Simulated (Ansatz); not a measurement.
**Stress against strain in SnS$_{2}$**

```yaml
crystal:
  lattice:
    - [3.59830, 0.00000, 0.00000]
    - [-1.79915, 3.11622, 0.00000]
    - [0.00000, 0.00000, 5.49400]
  atoms:
    - { symbol: Sn, position: [0.00000, 0.00000, 0.00000] }
    - { symbol: S, position: [0.66667, 0.33333, 0.26390] }
    - { symbol: S, position: [0.33333, 0.66667, 0.73610] }
```

Atoms are numbered in the order listed.

The geometry is COD entry 7038081, unchecked; take it as a test cell.

Spin–orbit coupling is left out, though it moves levels of the heavy atoms by tenths of an eV or more.

The calculation used Ansatz 0.2.0, DFT, PBEsol, all-electron LAPW, scalar-relativistic.

Numerical set-up: a Γ-centred 10×10×6 k mesh, Fermi–Dirac smearing of 0.01 eV, basis error target 1 meV/atom, no spin polarisation.

The strain is applied along the Cartesian axes of the cell as listed (the other components stay zero). Fractional coordinates are held (clamped ions).

σ is the change of stress from the unstrained cell, which is at 5.56 GPa; tension is positive, so slopes are stress–strain coefficients at that pressure.

Only quantities that a quadratic follows smoothly over the whole series are listed; rougher ones are left out.

```tsv
εzz	σzz (GPa)	σxx (GPa)
-0.0300	-4.77	-2.78
-0.0200	-3.15	-1.78
0.0000	0.00	0.00
0.0100	1.52	0.80
0.0200	3.00	1.53
0.0300	4.45	2.21
```

Task: Fit the series and read off the stiffness at zero strain.

Result: Least-squares fits y = p0 + p1 x + p2 x² to the rows give σzz (GPa): p1 = 154, p2 = -180; σxx (GPa): p1 = 83, p2 = -320. So C33 = 154 GPa and C13 = 83 GPa, for these axes.

Task: One run, at εzz = -0.0100, is withheld. Predict its row.

Result: The fits give -1.56, -0.86; the run gave -1.56, -0.86.
